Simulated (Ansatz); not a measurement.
System: zinc-blende AlSb. Method: HSE06+SOC in Ansatz (PAW).

Numerical settings: plane-wave cutoff 460 eV, 6×6×6 k mesh, Fermi–Dirac smearing 0.01 eV, PAW data made under PBE.

The cell has the measured lattice: a = 6.136 Å, b = 6.136 Å, c = 6.136 Å, α = 90.00°, β = 90.00°, γ = 90.00°.

Q: What does this level give for the band gap and smallest direct gap on the k points sampled?

A: 
band gap: 1.52 eV (indirect)
smallest direct gap on the k points sampled: 2.19 eV

Measured, for comparison: band gap 1.73 eV (zero-point renormalisation of 35 meV (experimental, the table's column) added back here, indirect; inputs from Miglio et al. (2020), arXiv:2011.12765). Computed (rounded) less measured: band gap -0.21 eV.

Note: cell and atoms aren't relaxed at this level (pressure 1.0 GPa).

Computed values are for the static lattice.

Ansatz is a quantum-chemistry and plane-wave program.
